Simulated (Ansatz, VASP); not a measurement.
## TiC (TiC strained to the junction's net): VASP beside Ansatz

Aim: how closely do two programs agree when they are given the same cell, functional and k mesh? The cell is generated by rule, not measured, and may not be a known phase. The structure shown is the end of the Ansatz relaxation below.

Main program and level: Ansatz 0.2.0; plane waves, with VASP 6.6.1 beside it; single point at PBE.

## Step 1: Set-up

The structure is tetragonal, space group I4/mmm (No. 139). Conventional cell: a = 3.111 Å, b = 3.111 Å, c = 4.302 Å, α = 90.00°, β = 90.00°, γ = 90.00°. Nearest to C lie 6 Ti at 2.15 to 2.20 Å. Nearest to Ti lie 6 C at 2.15 to 2.20 Å. Farther neighbours are not listed.

Coordinates:

```cif
data_structure
_symmetry_space_group_name_H-M 'P 1'
_symmetry_Int_Tables_number 1
_cell_length_a 3.1110
_cell_length_b 3.1110
_cell_length_c 4.3020
_cell_angle_alpha 90.000
_cell_angle_beta 90.000
_cell_angle_gamma 90.000
_cell_volume 41.64
loop_
_atom_site_label
_atom_site_type_symbol
_atom_site_fract_x
_atom_site_fract_y
_atom_site_fract_z
_atom_site_occupancy
C1 C 0.00000 0.00000 0.00000 1
C2 C 0.50000 0.50000 0.50000 1
Ti3 Ti 0.50000 0.50000 0.00000 1
Ti4 Ti 0.00000 0.00000 0.50000 1
```

## Step 2: Ansatz: relaxation, PBE

Ansatz runs on its default PAW (the set named soft_2) files.

This run makes the geometry at which the two programs are then compared.

Input file input.yaml:

```yaml
crystal:
  lattice:
    - [3.111, 0.0, 0.0]
    - [0.0, 3.111, 0.0]
    - [0.0, 0.0, 4.2812671252]
  atoms:
    - { symbol: C, position: [0.0, 0.0, 0.0] }
    - { symbol: Ti, position: [0.5, 0.5, 0.0] }
    - { symbol: C, position: [0.5, 0.5, 0.5] }
    - { symbol: Ti, position: [0.0, 0.0, 0.5] }
kpoints:
  mp_grid: { grid: [12, 12, 7] }
scf:
  occupations: { method: fermi_dirac, width: 0.1 }
  max_iter: 150
hamiltonian:
  xc: pbe
relax:
  f_tol: 0.01
  max_steps: 40
  cell: { fix: [a, b, angles] }
```

On the command line:

```sh
ansatz run input.yaml --threads 4 --pin off --max-ram 16384MiB --backend cpu --events-out ev --progress --plain --runs-dir out
```

Numbers of over 12 decimals in the logs are rounded to 6 here.

Output:

```text
Engine: ansatz 0.2.0, aarch64-unknown-linux-gnu
Pseudopotentials: kind: paw
Pseudopotential: C, paw, valence charge 4, recommended cutoff 420 eV (normal), C.paw.azcp
Pseudopotential: Ti, paw, valence charge 12, recommended cutoff 420 eV (normal), Ti.paw.azcp
Functional definition: PBE
  parameter kappa = 0.804
  parameter beta = 0.066725
  exchange = pbe_x(kappa = kappa, mu = beta*pi^2/3)
  correlation = pbe_c(beta = beta)
Crystal: 4 atoms, lattice volume = 41.435 Å³
Basis set: ecut = 420 eV, 815 PW (Γ), exchange–correlation on 48×48×60 points (8 copies of the dense FFT grid, shifted against one another)
Bands: 20, of which v1, the nominal top of the filled ones, is band 16 counted from 1 (15 counted from 0)
Symmetry: 32 space group operations
Space group: I4/mmm (ITA 139), of the structure as read, at distance tolerance 3.5e-5 Å
k-points: 112 of 1008
Non-local potential: C, projectors of the file, l = 0: 2, l = 1: 2, l = 2: 1
Non-local potential: Ti, projectors of the file, l = 0: 3, l = 1: 2, l = 2: 3, l = 3: 1
PAW form: soft (Blöchl's): semilocal exchange-correlation on the pseudo side does not see the compensation charge
PAW one-centre angular grid: C, 110 points (default); XC on 64 Gauss nodes
PAW one-centre angular grid: Ti, 590 points (default); XC on 64 Gauss nodes
Initial density: superposition of atomic densities (neutral atoms: chi_scale 0, normalization atom), corrected by the library's trained network
Initial wavefunctions: pseudopotential atomic-orbital guess
Functional: x = pbe(κ = 0.804, μ = 0.219515), c = pbe(β = 0.066725)
SCF iter   1: F=—  HF=-5504.522190 eV  |F-HF|=—  |Δ(HF+E_count)|=         —  Δρ=3.69e-3  dr2=3.81e-3  ethr=1.77e-3  ⟨swp⟩=4.6  Hψ=8451  notcnv=0
preconditioner: auto → Kerker (q_TF=auto, 2.613 Å⁻¹)  [metal: Δε(μ)=0.027 eV  Ē_g=6.658 eV  σ=0.100 eV  W_gap=0.07  n_scr=14 (ndim 8)  ℏωp=23.1 eV  f_vac=0.000  D(μ)=0.59/eV (n_scr^D=2)]
SCF iter   2: F=—  HF=-5504.521452 eV  |F-HF|=—  |Δ(HF+E_count)|=   7.37e-4  Δρ=1.80e-3  dr2=6.34e-4  ethr=1.19e-5  ⟨swp⟩=1.8  Hψ=3420  notcnv=0
SCF iter   3: F=—  HF=-5504.521469 eV  |F-HF|=—  |Δ(HF+E_count)|=   1.74e-5  Δρ=5.25e-4  dr2=6.90e-5  ethr=1.98e-6  ⟨swp⟩=1.9  Hψ=2622  notcnv=0
SCF iter   4: F=—  HF=-5504.521441 eV  |F-HF|=—  |Δ(HF+E_count)|=   2.83e-5  Δρ=8.90e-5  dr2=2.21e-6  ethr=2.16e-7  ⟨swp⟩=2.4  Hψ=3103  notcnv=0
iter 5 did not close the SCF: its close was put off for the readings that it lacked (scf_convergence_deferred on its scf_iter line)
SCF iter   5: F=-5504.521442 eV  HF=-5504.521442 eV  |F-HF|=1.61e-8  |Δ(HF+E_count)|=   5.67e-7  Δρ=1.40e-5  dr2=4.68e-8  ethr=6.92e-9  ⟨swp⟩=2.3  Hψ=2853  notcnv=0
SCF iter   6: F=-5504.521442 eV  HF=-5504.521442 eV  |F-HF|=6.01e-10  |Δ(HF+E_count)|=   2.77e-8  Δρ=2.14e-6  dr2=7.79e-10  ethr=1.46e-10  ⟨swp⟩=2.0  Hψ=6870  notcnv=0
SCF 1 converged in 6 iterations: F = -5504.521442 eV  dr2 = 7.79e-10
  greatest PAW one-centre occupation: 0.999 electrons in one spin orbital (limit 2), on the Ti atom at site 3 (counted from 0), in its partial waves of l = 0
relax step   1: F+E_penalty+E_count = -5504.52144170 eV  Δ(F+E_penalty+E_count) = +0.000e0 eV  max|allowed force component| = 4.450e-30 eV/Å  Δτ_max = 0.0000 Å  P = -4.122 GPa  Ω = 41.435 Å³  fix = [a, b, alpha, beta, gamma]  reactions: a -7.507, b -7.507 GPa  (6 SCF iters, dr2 threshold 1.00e-7 eV, accepted)
[...]
relax step   2: F+E_penalty+E_count = -5504.52265521 eV  Δ(F+E_penalty+E_count) = -1.214e-3 eV  max|allowed force component| = 8.976e-29 eV/Å  Δτ_max = 0.0000 Å  P = -4.900 GPa  Ω = 41.561 Å³  energy of the carried Pulay correction = -2.095e-4 eV  fix = [a, b, alpha, beta, gamma]  reactions: a -7.846, b -7.846 GPa  (6 SCF iters, dr2 threshold 4.00e-7 eV, accepted)
[...]
relax step   3: F+E_penalty+E_count = -5504.52276803 eV  Δ(F+E_penalty+E_count) = -1.128e-4 eV  max|allowed force component| = 8.205e-29 eV/Å  Δτ_max = 0.0000 Å  P = -5.356 GPa  Ω = 41.636 Å³  energy of the carried Pulay correction = -3.346e-4 eV  fix = [a, b, alpha, beta, gamma]  reactions: a -8.046, b -8.046 GPa  (6 SCF iters, dr2 threshold 4.00e-7 eV, accepted)
[...]
relax step   4: F+E_penalty+E_count = -5504.52314942 eV  Δ(F+E_penalty+E_count) = -3.814e-4 eV  max|allowed force component| = 9.418e-29 eV/Å  Δτ_max = 0.0000 Å  P = -5.346 GPa  Ω = 41.636 Å³  fix = [a, b, alpha, beta, gamma]  reactions: a -8.041, b -8.041 GPa  stress off target by 4.19e-2 GPa on what of the cell is left free  SCF on the basis re-selected at this cell (its energy is not comparable with the rows above)  (8 SCF iters)
basis re-selected at this cell: Δ(F+E_penalty+E_count) = -3.814e-4 eV, ΔP = +0.009 GPa vs the last step (what re-selecting the basis moved, of the pressure what is left beyond the Pulay correction that the steps carried, after the strain that the cell walked since its last selection, with what the two solves' SCF thresholds leave and, on support functions, any second-order correction that the steps lacked; it is no m [...]
SCF converged after 8 iterations
Free energy (F): -5504.523149 eV
Harris-Foulkes:  -5504.523149 eV  (|F-HF|=9.09e-13)
Internal energy: -5504.503640 eV  (E = F + TS)
E sigma→0 (E₀):  -5504.513395 eV
Entropy (-TS):   -0.019509 eV (-4.877 meV/atom)
Fermi energy:    14.272897 eV
--- Per-component energies (eV) ---
  E_band       = -235.280414
  E_kinetic    = 721.773046
  E_local      = -1580.758858  (includes V_loc(G=0)·N_el)
  E_nonlocal   = 63.749326
  E_hartree    = 638.492838
  E_xc         = -293.976943
  E_vxc        = -367.039454  (∫ρ·V_xc dr)
  E_paw        = -2290.157931  (= ΣΔE_a)
  E_vpaw       = -349.990437  (= ΣTr[D̂ρ^β])
  E_aug_tail   = 0.000286  (compensation charges beyond the density's cutoff)
  E_ewald      = -2763.625405
  E_smearing   = -0.019509  (= −TS)
  E_closure    = 0.000000  (closes the sum)
  Σ components = -5504.523149   (vs F -5504.523149, Δ=0.00e0)
--- Forces (eV/Å), atoms counted from 1 ---
  atom   1  C      0.00000000     0.00000000     0.00000000
  atom   2  Ti     0.00000000     0.00000000     0.00000000
  atom   3  C      0.00000000    -0.00000000     0.00000000
  atom   4  Ti     0.00000000    -0.00000000    -0.00000000
  max |Σ_I F_I| component: 4.28e-28 eV/Å
--- Stress (GPa, compression-positive) ---
       -8.040650       0.000000      -0.000000
        0.000000      -8.040650      -0.000000
       -0.000000       0.000000       0.041856
  P = ⅓ Tr σ = -5.3465 GPa (-53.465 kbar)
--- Relaxed structure (3 steps of the walk, 3 accepted, 1 SCFs on fresh bases) ---
  F+E_penalty+E_count = -5504.52314942 eV   max|allowed force component| = 9.418e-29 eV/Å   (the final SCF, on the basis selected at the relaxed cell)
  cell:  # Å, volume = 41.6363 Å³
    - [3.111, 0, 0.0]
    - [0, 3.111, 0.0]
    - [0.0, 0.0, 4.302013]
  atoms:
    - { symbol: C, position: [0, 0, 0] }
    - { symbol: Ti, position: [0.5, 0.5, 0] }
    - { symbol: C, position: [0.5, 0.5, 0.500000] }
    - { symbol: Ti, position: [0, 0, 0.500000] }
```

## Step 3: VASP: single point, PBE

The same cell, functional, mesh and smearing now go to VASP, with its own data sets.

Lines of VASP's logs that name or quote its potential files are left out, and so is its time.

Input file INCAR:

```
SYSTEM = TiC
PREC = Accurate
ENCUT = 600
EDIFF = 1E-06
NELM = 120
ISMEAR = -1
SIGMA = 0.1
LREAL = .FALSE.
ALGO = Normal
GGA = PE
NBANDS = 22
LASPH = .TRUE.
LORBIT = 11
LWAVE = .FALSE.
LCHARG = .FALSE.
ISIF = 2
GGA_COMPAT = .FALSE.
```

Input file POSCAR:

```
TiC
1.0
    3.1110000000      0.0000000000      0.0000000000
    0.0000000000      3.1110000000      0.0000000000
    0.0000000000      0.0000000000      4.3020129872
C Ti
2 2
Direct
    0.0000000000      0.0000000000      0.0000000000
    0.5000000000      0.5000000000      0.5000000000
    0.5000000000      0.5000000000      0.0000000000
    0.0000000000      0.0000000000      0.5000000000
```

Input file KPOINTS:

```
Automatic mesh
0
Gamma
12 12 7
0 0 0
```

PAW data sets: C and Ti_sv (PBE family, release 64).

On the command line:

```sh
mpirun -np 1 vasp_std
```

Output:

```text
[banner, memory and clock lines left out]
running    1 mpi-ranks, on    1 nodes
 distrk:  each k-point on    1 cores,    1 groups
 distr:  one band on    1 cores,    1 groups

 POSCAR found type information on POSCAR C Ti
 POSCAR found :  2 types and       4 ions
 LDA part: xc-table for (Slater+PW92), standard interpolation
 POSCAR, INCAR and KPOINTS ok, starting setup
 FFT: planning ... GRIDC
 FFT: planning ... GRID_SOFT
 FFT: planning ... GRID
 WAVECAR not read
 entering main loop
       N       E                     dE             d eps       ncg     rms          rms(c)
DAV:   1     0.369286262271E+03    0.36929E+03   -0.17870E+04  4936   0.197E+03
DAV:   2     0.290836525123E+01   -0.36638E+03   -0.35204E+03  5006   0.528E+02
DAV:   3    -0.458810003527E+02   -0.48789E+02   -0.47271E+02  8710   0.157E+02
DAV:   4    -0.485959666401E+02   -0.27150E+01   -0.27099E+01  6408   0.373E+01
DAV:   5    -0.487415345474E+02   -0.14557E+00   -0.14555E+00  7206   0.710E+00    0.253E+01
DAV:   6    -0.386106077972E+02    0.10131E+02   -0.84778E+01  6180   0.767E+01    0.960E+00
DAV:   7    -0.374569815927E+02    0.11536E+01   -0.14464E+01  6286   0.308E+01    0.634E+00
DAV:   8    -0.373984280546E+02    0.58554E-01   -0.52062E-01  5820   0.616E+00    0.364E+00
DAV:   9    -0.374069929180E+02   -0.85649E-02   -0.36152E-01  6254   0.483E+00    0.104E+00
DAV:  10    -0.374089845071E+02   -0.19916E-02   -0.19816E-01  6416   0.401E+00    0.595E-01
DAV:  11    -0.374009487395E+02    0.80358E-02   -0.53511E-02  6508   0.162E+00    0.134E-01
DAV:  12    -0.374008461838E+02    0.10256E-03   -0.18960E-03  7384   0.382E-01    0.329E-02
DAV:  13    -0.374008557727E+02   -0.95889E-05   -0.38109E-04  5936   0.123E-01    0.536E-02
DAV:  14    -0.374008193831E+02    0.36390E-04   -0.20800E-04  6480   0.116E-01    0.681E-03
DAV:  15    -0.374008198046E+02   -0.42148E-06   -0.49090E-06  4970   0.192E-02
   1 F= -.37400820E+02 E0= -.37391039E+02  d E =-.195615E-01
```

From OUTCAR (step 3):

```text
ion  position               nearest neighbor table
   1  0.000  0.000  0.000-   4 2.15   4 2.15   3 2.20   3 2.20   3 2.20   3 2.20
   2  0.500  0.500  0.500-   3 2.15   3 2.15   4 2.20   4 2.20   4 2.20   4 2.20
   3  0.500  0.500  0.000-   2 2.15   2 2.15   1 2.20   1 2.20   1 2.20   1 2.20
   4  0.000  0.000  0.500-   1 2.15   1 2.15   2 2.20   2 2.20   2 2.20   2 2.20

  LATTYP: Found a simple tetragonal cell.
 ALAT       =     3.1110000000
 C/A-ratio  =     1.3828392759

 Subroutine GETGRP returns: Found 16 space group operations
 (whereof 16 operations were pure point group operations)

The static configuration has the point symmetry D_4h.

 Found    112 irreducible k-points:

   k-points           NKPTS =    112   k-points in BZ     NKDIM =    112   number of bands    NBANDS=     22

   dimension x,y,z NGX =    28 NGY =   28 NGZ =   36
   dimension x,y,z NGXF=    56 NGYF=   56 NGZF=   72

   ENCUT  =  600.0 eV  44.10 Ry    6.64 a.u.   6.21  6.21  8.59*2*pi/ulx,y,z

   NELECT =      32.0000    total number of electrons

 k-points in reciprocal lattice and weights: Automatic mesh
   0.00000000  0.00000000  0.00000000       0.001
   0.08333333  0.00000000  0.00000000       0.004
   0.16666667  0.00000000  0.00000000       0.004
   0.25000000  0.00000000  0.00000000       0.004
   0.33333333  0.00000000  0.00000000       0.004
   0.41666667  0.00000000  0.00000000       0.004
   0.50000000  0.00000000  0.00000000       0.002
   0.08333333  0.08333333  0.00000000       0.004
   0.16666667  0.08333333  0.00000000       0.008
[...]
0.50000000  0.41666667  0.42857143       0.008
   0.50000000  0.50000000  0.42857143       0.002

 average (electrostatic) potential at core
       1 -44.7274       2 -44.7274       3 -71.5519       4 -71.5519

 E-fermi :   9.1202

 k-point     1 :       0.0000    0.0000    0.0000
  band No.  band energies     occupation
    ...
     10      -0.8641      2.00000
     11       5.8762      2.00000
     12       7.5594      2.00000
     13       8.9642      1.65256
     14       8.9642      1.65256
     15       9.7620      0.00326
     16       9.7620      0.00326
     17       9.9185      0.00068
     18      10.7080      0.00000
     19      10.7475      0.00000
    ...

 k-point     2 :       0.0833    0.0000    0.0000
  band No.  band energies     occupation
    ...
     10      -0.8025      2.00000
     11       5.8822      2.00000
     12       7.2250      2.00000
     13       8.6435      1.98312
     14       9.2229      0.52734
     15       9.4231      0.09221
     16       9.4444      0.07519
     17       9.5941      0.01733
     18       9.8098      0.00202
     19      10.4412      0.00000
    ...

 k-point     3 :       0.1667    0.0000    0.0000
  band No.  band energies     occupation
    ...
     12       6.5117      2.00000
     13       8.0225      1.99997
     14       8.4195      1.99819
     15       8.6127      1.98758
     16       8.8008      1.92122
     17       9.7766      0.00282
     18       9.9505      0.00050
     19      10.6590      0.00000
     20      11.5760      0.00000
     21      12.2867      0.00000
    ...

  Total       -2.0649789     -2.0649789      0.0530663      0.0000000     -0.0000000     -0.0000000
  in kB      -79.4610780    -79.4610780      2.0420083      0.0000000     -0.0000000     -0.0000000
  external PRESSURE =     -52.2933826 kB  Pullay stress =       0.0000000 kB

  energy-cutoff  :      600.00
  volume of cell :       41.64
      direct lattice vectors                 reciprocal lattice vectors
     3.111000000  0.000000000  0.000000000     0.321440051  0.000000000  0.000000000
     0.000000000  3.111000000  0.000000000     0.000000000  0.321440051  0.000000000
     0.000000000  0.000000000  4.302012987     0.000000000  0.000000000  0.232449322

 POSITION                                       TOTAL-FORCE (eV/Angst)
 -----------------------------------------------------------------------------------
      0.00000      0.00000      0.00000        -0.000000     -0.000000     -0.000000
      1.55550      1.55550      2.15101        -0.000000     -0.000000     -0.000000
      1.55550      1.55550      0.00000         0.000000      0.000000      0.000000
      0.00000      0.00000      2.15101        -0.000000     -0.000000      0.000000
 -----------------------------------------------------------------------------------
    total drift:                                0.000000      0.000000      0.000000

  FREE ENERGIE OF THE ION-ELECTRON SYSTEM (eV)
  ---------------------------------------------------
  free  energy   TOTEN  =       -37.4008198046 eV

  energy  without entropy=      -37.3812583243  energy(sigma->0) =      -37.39103906

 total charge
# of ion       s       p       d       tot
------------------------------------------
    1        0.892   1.491   0.000   2.383
    2        0.892   1.491   0.000   2.383
    3        2.194   6.234   1.925  10.353
    4        2.194   6.234   1.925  10.353
--------------------------------------------------
tot          6.171  15.450   3.851  25.472

[... 3 further parts left out ...]
```

The run ends at a pressure of -5.23 GPa.

## Step 4: Differences

Known differences besides the potentials themselves: the cutoff is 420 eV in Ansatz and 600 eV in VASP; Ansatz's pressure holds a Pulay correction, VASP's none. Total energies have different zeros and are not compared.

The two programs side by side:

```csv
quantity,Ansatz,VASP,difference
pressure (GPa),-5.35,-5.23,-0.12
```

## Step 5: Results

```yaml
difference_in_pressure_single_point_pbe: -0.12 GPa
```

In words: The difference in pressure is -0.12 GPa (single point, PBE), within the 1 GPa picked in this series as the mark of a large difference. How closely two codes agree says nothing of how well the functional describes the real material.

[Lines on the potential files, build, host, timing and source positions are cut from VASP's logs without a mark.]

[Logs are printed without paths, hosts, clocks, repeated set-up lines and the standing remarks that a program may print on its own settings, such as how far it seeks lower states.]

[Hosts, paths, dates, database ids (printed as entryN), source tags and the programs' standing remarks are cut or masked in the printed files.]
